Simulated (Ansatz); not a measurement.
Geometry optimisation in Ansatz: input, command and trajectory.

```yaml
crystal:
  lattice:
    - [4.2903151937, 0.0, 0.0]
    - [-2.1451575969, 3.715521948, 0.0]
    - [0.0, 0.0, 5.18415058]
  atoms:
    - { symbol: Sr, position: [0.3333333333, 0.6666666667, 0.9375024113] }
    - { symbol: Sr, position: [0.6666666667, 0.3333333333, 0.4375024113] }
    - { symbol: O, position: [0.3333333333, 0.6666666667, 0.4374975887] }
    - { symbol: O, position: [0.6666666667, 0.3333333333, 0.9374975887] }
basis:
  ecutwfc: 420
kpoints:
  mp_grid: { grid: [6, 6, 6] }
hamiltonian:
  xc: pbe
  dispersion: d3bj
scf:
  occupations: { method: gaussian, width: 0.02 }
output:
  forces: true
  stress: true
  eigenvalues: true
relax:
  adjacent_minimum: "off"
  f_tol: 0.005
  max_steps: 50
  cell: { stress_tol: 0.05 }
```

```bash
ansatz run input.yaml --threads 1 --pin off --max-ram 2560MiB --backend cpu --events-out ev --progress --plain --runs-dir out
```

These are results of DFT PBE+D3(BJ), scalar-relativistic, plane waves, PAW (Ansatz 0.2.0), not measurements.

Of 7 frames 6 are shown, positions in Å and forces in eV/Å; the SCF threshold varies from step to step. Steps run on the plane waves of an earlier cell, with a Pulay correction in the pressure. The basis is chosen afresh for the last frame, the zero of the energies, and at times for earlier ones too; energy and pressure step there, also at an unchanged geometry.

```xyz
4
Lattice="4.2903 0.0000 0.0000 -2.1452 3.7155 0.0000 0.0000 0.0000 5.1842" Properties=species:S:1:pos:R:3:forces:R:3 pbc="T T T" step=1 free_energy_over_end_meV_per_atom=2.44 pressure_GPa=-1.60
Sr    0.0000    2.4770    4.8601    0.0000    0.0000    0.0000
Sr    2.1452    1.2385    2.2681    0.0000    0.0000    0.0000
O     0.0000    2.4770    2.2681    0.0000    0.0000    0.0000
O     2.1452    1.2385    4.8601    0.0000    0.0000    0.0000
4
Lattice="4.2341 0.0000 0.0000 -2.1171 3.6669 0.0000 0.0000 0.0000 5.1067" Properties=species:S:1:pos:R:3:forces:R:3 pbc="T T T" step=2 free_energy_over_end_meV_per_atom=0.37 pressure_GPa=1.50
Sr    0.0000    2.4446    4.7875    0.0000    0.0000    0.0000
Sr    2.1171    1.2223    2.2342    0.0000    0.0000    0.0000
O     0.0000    2.4446    2.2342    0.0000    0.0000    0.0000
O     2.1171    1.2223    4.7875    0.0000    0.0000    0.0000
4
Lattice="4.2591 0.0000 0.0000 -2.1295 3.6885 0.0000 0.0000 0.0000 5.1482" Properties=species:S:1:pos:R:3:forces:R:3 pbc="T T T" step=3 free_energy_over_end_meV_per_atom=-0.70 pressure_GPa=-0.05
Sr    0.0000    2.4590    4.8264    0.0000    0.0000    0.0000
Sr    2.1295    1.2295    2.2523    0.0000    0.0000    0.0000
O     0.0000    2.4590    2.2523    0.0000    0.0000    0.0000
O     2.1295    1.2295    4.8264    0.0000    0.0000    0.0000
4
Lattice="4.2573 0.0000 0.0000 -2.1287 3.6870 0.0000 0.0000 0.0000 5.1489" Properties=species:S:1:pos:R:3:forces:R:3 pbc="T T T" step=4 free_energy_over_end_meV_per_atom=-0.73 pressure_GPa=0.00
Sr    0.0000    2.4580    4.8271    0.0000    0.0000    0.0000
Sr    2.1287    1.2290    2.2526    0.0000    0.0000    0.0000
O     0.0000    2.4580    2.2526    0.0000    0.0000    0.0000
O     2.1287    1.2290    4.8271    0.0000    0.0000    0.0000
4
Lattice="4.2573 0.0000 0.0000 -2.1287 3.6870 0.0000 0.0000 0.0000 5.1489" Properties=species:S:1:pos:R:3:forces:R:3 pbc="T T T" step=5 free_energy_over_end_meV_per_atom=0.02 pressure_GPa=-0.07
Sr    0.0000    2.4580    4.8271    0.0000    0.0000    0.0000
Sr    2.1287    1.2290    2.2526    0.0000    0.0000    0.0000
O     0.0000    2.4580    2.2526    0.0000    0.0000    0.0000
O     2.1287    1.2290    4.8271    0.0000    0.0000    0.0000
4
Lattice="4.2550 0.0000 0.0000 -2.1275 3.6849 0.0000 0.0000 0.0000 5.1495" Properties=species:S:1:pos:R:3:forces:R:3 pbc="T T T" step=7 free_energy_over_end_meV_per_atom=0.00 pressure_GPa=0.00
Sr    0.0000    2.4566    4.8276    0.0000    0.0000    0.0000
Sr    2.1275    1.2283    2.2529    0.0000    0.0000    0.0000
O     0.0000    2.4566    2.2529    0.0000    0.0000    0.0000
O     2.1275    1.2283    4.8276    0.0000    0.0000    0.0000
```

The run took 24 s on 1 thread of Intel(R) Xeon(R) 6975P-C (Granite Rapids), on a shared host, peak memory 0.42 GiB.